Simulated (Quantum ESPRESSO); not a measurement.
PbS in Quantum ESPRESSO: the effect of functional

PbS:

```
Pb S
1.0
     3.65366    0.00000    0.00000
     0.00000    3.65366    0.00000
     0.00000    0.00000    3.65366
Pb S
1 1
Direct
  0.00000 0.00000 0.00000
  0.50000 0.50000 0.50000
```

Measurements of this composition are mostly on another form, of space group No. 225.

Alike in all runs:

```yaml
Program: Quantum ESPRESSO 7.5
Task: phonons
Cutoff: 762 eV
Density_cutoff: 3048 eV
k_mesh: 7 × 7 × 7
Occupations: cold, width 0.2 eV
Spin: no spin polarisation
```

Each run relaxes the cell or the atoms first.

```tsv
functional	potentials or basis	relaxed volume (Å³/atom)	highest phonon frequency (cm⁻¹)
LDA	PseudoDojo 0.4.1 SR LDA standard	22.14	0
PBEsol	PseudoDojo 0.4.1 SR PBEsol standard	22.81	-6
BLYP	PseudoDojo 0.4.1 SR PBE standard	26.40	20
revPBE	PseudoDojo 0.4.1 SR PBE standard	?	?
RPBE	PseudoDojo 0.4.1 SR PBE standard	25.27	-1
vdW-DF-cx	PseudoDojo 0.4.1 SR PBE standard	23.15	11
```

Question: What does the run with functional revPBE give?

Answer: Relaxed volume 25.01 Å³/atom; highest phonon frequency -1 cm⁻¹.

Caveats: some modes are imaginary; the potentials were made for another functional, which shifts forces and pressure (some runs); the mesh is thin for the phonons of a metal (some runs); on a mesh that holds Γ this program's dielectric tensor can be off by some percent beyond the error of the mesh (some runs).

Runs at the PBE level aren't shown here.
